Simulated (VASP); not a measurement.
Te: relaxation of cell and atoms with LDA

Te:

```
Te
1.0
     2.20971    1.27578    1.62041
    -2.20971    1.27578    1.62041
     0.00000   -2.55155    1.62041
Te
1
Cartesian
  0.0000 0.0000 2.4306
```

This isn't the form of Te at room conditions, which is trigonal, of chains.

The cell isn't the ideal one: volume scaled by 0.88.

| Item | Value |
| --- | --- |
| Program | VASP 6.6.1 |
| Task | relaxation of cell and atoms |
| Functional | LDA |
| Potentials or basis | VASP PAW LDA potentials, release 64 (Te) |
| Cutoff | 600 eV |
| k mesh | 9 × 9 × 9 |
| Occupations | fermi-dirac, width 0.15 eV |
| Spin | no spin polarisation |
| Dipole correction | no |
| Further INCAR settings | ALGO = Normal; EDIFF = 1e-06; IBRION = 2; EDIFFG = -0.02; NSW = 80; ISIF = 3 |

```json
{
  "Relaxed volume": "30.80 Å³/atom",
  "Relaxed cell": "a = 3.138 Å, b = 3.138 Å, c = 3.138 Å, α = 92.45°, β = 92.45°, γ = 92.45°",
  "Space group after relaxing (to 0.05 Å)": "R-3m (No. 166)",
  "Energy gained by relaxing": "79.9 meV/atom",
  "Ionic steps": "8",
  "Pressure after relaxing": "0.0 GPa",
  "Band gap on the k mesh": "none (metal or under the smearing width)"
}
```

Stress tensor (GPa, compression positive):
```
-0.03  0.00  0.00
 0.00 -0.03  0.00
 0.00  0.00  0.05
```

The path:
| step | energy change (eV) | largest force (eV/Å) | pressure (GPa) | volume (Å³) |
| --- | --- | --- | --- | --- |
| 1 | 0.0000 | 0.0000 | 8.68 | 27.41 |
| 2 | -0.0278 | 0.0000 | -4.72 | 33.73 |
| 3 | -0.0788 | 0.0000 | -0.06 | 30.64 |
| 4 | -0.0788 | 0.0000 | 0.07 | 30.58 |
| 5 | -0.0789 | 0.0000 | 0.07 | 30.59 |
| 6 | -0.0791 | 0.0000 | 0.06 | 30.62 |
| 7 | -0.0794 | 0.0000 | 0.05 | 30.68 |
| 8 | -0.0799 | 0.0000 | 0.00 | 30.80 |

Final structure:
```
Te
1.0
     2.26560    1.30804    1.73229
    -2.26560    1.30804    1.73229
     0.00000   -2.61608    1.73229
Te
1
Direct
  0.50000 0.50000 0.50000
```

Levels at points of the mesh, in eV from the Fermi level:
```csv
k point,band 1,band 2,band 3,band 4,band 5,band 6,band 7
"(0.00, 0.00, 0.00)",-14.10,1.04,1.33,1.33,6.00,6.00,6.58
```

Wall time 28 s on 1 thread of Intel(R) Xeon(R) Platinum 8488C (Sapphire Rapids), with other jobs on the host, peak memory 0.14 GiB.

Spin-orbit coupling is left out, which matters for the levels of Te.
